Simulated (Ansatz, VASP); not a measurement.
**Au in VASP and in Ansatz**

```xyz
1
Lattice="2.5680 0.0000 0.0000 0.0000 2.5680 0.0000 0.0000 0.0000 2.5680" Properties=species:S:1:pos:R:3 pbc="T T T"
Au    0.0000    0.0000    0.0000
```

Alike in both runs: functional LDA; k mesh 15 × 15 × 15; occupations fermi-dirac, width 0.1 eV; no spin polarisation.

Ansatz relaxed the structure, and its values are those at the end. VASP's run is a single point on that final structure, the one shown.

```csv
,VASP,Ansatz
version,VASP 6.6.1,Ansatz 0.2.0
potentials or method,"VASP PAW LDA potentials, release 64 (Au), cutoff 520 eV","all-electron LAPW, scalar-relativistic"
```

```csv
,VASP,Ansatz,Ansatz less VASP
pressure (GPa),23.7,23.0,-0.68
```

Ansatz ran all-electron here, so the differences hold the error of VASP's frozen core and of both bases.

Caveats: so large a pressure means that the cell lies far from this level's equilibrium, or that cutoff or potentials fall short (VASP). The runs have no spin-orbit coupling, so splittings on Au are missing.
